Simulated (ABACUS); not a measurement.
The system is Cr.

```
Cr
1.0
    -1.48445    1.48445    1.48445
     1.48445   -1.48445    1.48445
     1.48445    1.48445   -1.48445
Cr
1
Direct
  0.00000 0.00000 0.00000
```

A run of ABACUS 3.10.1 on this cell left the log below. Logs are shortened: lines on timing, memory, paths and dates and some standing lists are left out, and cuts for length are marked.

```text
ABACUS v3.10.1

               Atomic-orbital Based Ab-initio Computation at UStc

 ------------------------------------------------------------------------------------

 READING GENERAL INFORMATION
                           global_out_dir = OUT.Cr/
                           global_in_card = INPUT
                               pseudo_dir = ./
                              orbital_dir =
                                    DSIZE = 4
                                    GSIZE = 1

 READING UNITCELL INFORMATION
                                    ntype = 1
                  lattice constant (Bohr) = 1.88973
              lattice constant (Angstrom) = 1

 READING ATOM TYPE 1
                               atom label = Cr
                      L=0, number of zeta = 1
                      L=1, number of zeta = 1
                      L=2, number of zeta = 1
             number of atom for this type = 1
               magnetization of element 1 = 3

                        TOTAL ATOM NUMBER = 1
DIRECT COORDINATES
    atom                   x                   y                   z     mag                  vx                  vy                  vz
taud_Cr1            0.0000000000        0.0000000000        0.0000000000  3.0000        0.0000000000        0.0000000000        0.0000000000

                          Volume (Bohr^3) = 88.2984
                             Volume (A^3) = 13.0845

 Lattice vectors: (Cartesian coordinate: in unit of a_0)
             -1.48445            +1.48445            +1.48445
             +1.48445            -1.48445            +1.48445
             +1.48445            +1.48445            -1.48445
 Reciprocal vectors: (Cartesian coordinate: in unit of 2 pi/a_0)
                   +0           +0.336825           +0.336825
            +0.336825                  +0           +0.336825
            +0.336825           +0.336825                  +0
 The esolver type has been set to : ksdft_pw

[... 331 lines left out ...]
 Density error is 3.01034253424e-09
                          Error Threshold = 8.26583439742e-10
----------------------------------------------------------
     Energy           Rydberg                 eV
----------------------------------------------------------
 E_KohnSham     -177.9940530719      -2421.7333318924
 E_KS(sigma->0) -177.9938198990      -2421.7301594122
 E_Harris       -177.9942404250      -2421.7358809621
 E_band         -13.0722975414       -177.8577325149
 E_one_elec     -62.8073178040       -854.5373982314
 E_Hartree      38.2038841354        519.7905099737
 E_xc           -26.2532452183       -357.1937259608
 E_Ewald        -127.1369078392      -1729.7863727134
 E_entropy(-TS) -0.0004663458        -0.0063449605
 E_descf        0.0000000000         0.0000000000
 E_exx          0.0000000000         0.0000000000
 E_Fermi        1.2447788976         16.9360857572
----------------------------------------------------------

 charge density convergence is achieved
 final etot is -2421.7333319 eV
 EFERMI = 16.936085757 eV

 STATE ENERGY(eV) AND OCCUPATIONS    NSPIN == 2
SPIN UP :
 1/18 kpoint (Cartesian) = 0.0000 0.0000 0.0000 (1409 pws)
       1       -54.9404    0.000578704
       2       -25.8952    0.000578704
       3       -25.8952    0.000578704
       4       -25.8952    0.000578704
       5        9.50620    0.000578704
       6        16.2340    0.000578703
       7        16.2340    0.000578703
       8        16.2340    0.000578703
       9        17.9933    3.79557e-13
      10        17.9933    3.79557e-13
      11        38.2972        0.00000
      12        38.2972        0.00000
      13        38.2972        0.00000
[... 61 lines left out ...]
 6/18 kpoint (Cartesian) = 0.14034 -0.14034 0.0000 (1374 pws)
       1       -54.8224     0.00694444
       2       -26.4745     0.00694444
       3       -26.0824     0.00694444
       4       -25.8974     0.00694444
       5        13.0406     0.00694444
       6        14.9982     0.00694444
       7        17.0553    0.000585980
       8        17.9733    6.79518e-12
       9        18.2362    3.54200e-14
      10        19.1527    3.87548e-22
      11        26.6425    3.40811e-87
      12        33.4511        0.00000
      13        36.5658        0.00000

[... levels at 30 further k points ...]

------------------------------------------------------------------------------------------
 TOTAL-FORCE (eV/Angstrom)
------------------------------------------------------------------------------------------
                       Cr1         0.0000000000         0.0000000000         0.0000000000
------------------------------------------------------------------------------------------

----------------------------------------------------------------
 TOTAL-STRESS (KBAR)
----------------------------------------------------------------
      -248.0939948347         0.0000000000         0.0000000000
         0.0000000000      -248.0939948347        -0.0000000000
        -0.0000000000        -0.0000000000      -248.0939948347
----------------------------------------------------------------
 TOTAL-PRESSURE: -248.093995 KBAR

 --------------------------------------------
 !FINAL_ETOT_IS -2421.7333318924443120 eV
 --------------------------------------------
```

Task: What input gives this log?

Result: Single point with PBE, collinear spin, ferromagnetic start. The files as run (others can give the same):

INPUT
```
INPUT_PARAMETERS
suffix              Cr
calculation         scf
basis_type          pw
pseudo_dir          ./
symmetry            1
dft_functional      pbe
ecutwfc             95
pseudo_rcut         10
nspin               2
nbands              13
ks_solver           dav
smearing_method     fd
smearing_sigma      0.00367493
scf_thr             1e-08
scf_nmax            100
mixing_type         broyden
mixing_beta         0.4
cal_force           1
cal_stress          1
kpar                4
```

STRU
```
ATOMIC_SPECIES
Cr 51.9961 Cr.upf

LATTICE_CONSTANT
1.8897261246

LATTICE_VECTORS
-1.4844496776 1.4844496776 1.4844496776
1.4844496776 -1.4844496776 1.4844496776
1.4844496776 1.4844496776 -1.4844496776

ATOMIC_POSITIONS
Direct

Cr
0.0
1
0.0000000000 0.0000000000 0.0000000000 1 1 1 mag 3
```

KPT
```
K_POINTS
0
Gamma
12 12 12 0 0 0
```

Potentials or basis: PseudoDojo NC SR 0.4.1 PBE standard, plane waves.
Command:
```sh
$ OMP_NUM_THREADS=1 mpirun -np 4 abacus > log
```

Caveat: the starting moments collapsed, and a magnetic state may lie lower.
